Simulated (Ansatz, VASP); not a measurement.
**KCl: VASP beside Ansatz**

```
K Cl
1.0
     3.59766    0.00000    0.00000
     0.00000    3.59766    0.00000
     0.00000    0.00000    3.63400
K Cl
1 1
Cartesian
  0.0000 0.0000 0.0000
  1.7988 1.7988 1.8170
```

Change from the starting cell: equal xx and yy strain of -1 %.

Alike in both runs: task single point; functional PBEsol; k mesh 7 × 7 × 7; occupations fermi-dirac, width 0.01 eV; no spin polarisation.

|  | VASP | Ansatz |
| --- | --- | --- |
| version | VASP 6.6.1 | Ansatz 0.2.0 |
| potentials or method | VASP PAW PBE potentials, release 64 (K_sv, Cl), cutoff 520 eV | all-electron LAPW, scalar-relativistic |

```tsv
	VASP	Ansatz	Ansatz less VASP
gap on the k mesh at the Fermi level (eV)	5.48	5.49	+0.005
pressure (GPa)	3.1	3.0	-0.10
largest component of the traceless stress (GPa)	0.35	0.35	+0.001
```

Ansatz ran all-electron here, so the differences hold the error of VASP's frozen core and of both bases.

Caveats: the PAW data sets were made with another functional, which shifts forces and pressure a little (VASP); an odd mesh through Γ misses points on the zone boundary, where band edges often lie.
